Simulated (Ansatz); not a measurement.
Runs of Ansatz 0.2.0 on P. The structure is monoclinic, space group P2/m (No. 10). The conventional cell has a = 2.425 Å, b = 2.439 Å, c = 4.852 Å, α = 90.00°, β = 90.24°, γ = 90.00°. P (site symmetry m) has 6 P at 2.42 to 2.44 Å as nearest neighbours. This isn't the form of P at room conditions, which is orthorhombic.

```csv
level,gap on the mesh (eV),pressure (GPa),relaxed volume (Å³/atom)
PBE+D4,none,0.0,14.02
PBE+D3(BJ)-ATM,none,0.0,14.05
PBE,none,0.0,14.70
PBE+D3(BJ),none,0.0,(a)
```

Alike in all rows: task relaxation of cell and atoms; potentials or basis Ansatz PAW; no spin polarisation; cell relaxed; k mesh 11 × 11 × 6; cutoff (eV) 420; smearing fermi-dirac 0.05 eV.

Estimate the missing entries.

(a) 13.97.

Caveats: the plane-wave basis is chosen anew once the cell has moved, so the energies of steps on either side of that aren't comparable; pairwise dispersion overbinds metals, which lowers pressure and volume (some runs).

A gap of «none» marks a metal or a gap under the smearing width.
